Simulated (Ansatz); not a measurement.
Ti2C, 3 atoms in the cell. Symmetry: R-3m, No. 166, trigonal system. The conventional cell has a = 3.081 Å, b = 3.081 Å, c = 14.441 Å, α = 90.00°, β = 90.00°, γ = 120.00°. Ti (site symmetry 3m) has 3 C at 2.11 Å as nearest neighbours. C (site symmetry -3m) has 6 Ti at 2.11 Å as nearest neighbours. The cell comes from a database or a generator and needn't be the stable form of this composition.

| Item | Value |
| --- | --- |
| Program | Ansatz 0.2.0 |
| Task | elastic constants |
| Functional | PBEsol |
| Potentials or basis | Ansatz PAW |
| Cutoff | 420 eV (not typed: the program's choice for these potentials) |
| k mesh | 8 × 8 × 8 |
| Occupations | fermi-dirac, width 0.05 eV |
| Spin | no spin polarisation |
| Atoms under strain | relaxed |

Potentials or basis: Ansatz PAW.

Launch:

```console
$ ansatz run input.yaml --threads 2 --pin off --max-ram 5632MiB --backend cpu --events-out ev --progress --plain --runs-dir out
```

Hardware: 2 threads of Arm Neoverse V1 (shared host).

Problem. How long does it take, and how much memory?

Solution. Wall time 82 s on 2 threads of Arm Neoverse V1 (shared host), peak memory 0.43 GiB. Counts: scf iterations 304, plane waves 785, k points 65, bands 18, ion steps 24.
